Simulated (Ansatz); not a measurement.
PbO2, 6 atoms in the cell. Symmetry: P4_2/mnm, No. 136, tetragonal system. The conventional cell has a = 4.995 Å, b = 4.995 Å, c = 3.409 Å, α = 90.00°, β = 90.00°, γ = 90.00°. Pb (site symmetry mmm) is surrounded by 6 O at 2.17 to 2.18 Å. Around O (site symmetry m2m) lie 3 Pb at 2.17 to 2.18 Å. The cell is a database's computed one.

```yaml
Program: Ansatz 0.2.0
Task: band structure
Functional: PBE
Potentials_or_basis: Ansatz PAW
Cutoff: "420 eV (not typed: the program's choice for these potentials)"
k_mesh: 6 × 6 × 8
Occupations: fermi-dirac, width 0.05 eV
Spin: no spin polarisation
Path: "[[\"G\", \"X\", \"M\", \"G\", \"Z\", \"R\", \"A\", \"Z\"], [\"X\", \"R\"], [\"M\", \"A\"]]"
Points_for_each_segment_of_the_path: 14
```

Potentials or basis: Ansatz PAW.

Run with:

```bash
$ ansatz run input.yaml --threads 2 --pin off --max-ram 5632MiB --backend cpu --events-out ev --progress --plain --runs-dir out
```

Hardware: 2 threads of Intel(R) Xeon(R) Processor @ 2.50GHz (Skylake/Cascade Lake), on a shared host.

**Question.** Estimate the wall time of this run.

**Answer.** It took 19 s on 2 threads of Intel(R) Xeon(R) Processor @ 2.50GHz (Skylake/Cascade Lake), on a shared host, peak memory 0.49 GiB. Counts: scf iterations 7, plane waves 1663, k points 50, bands 41.
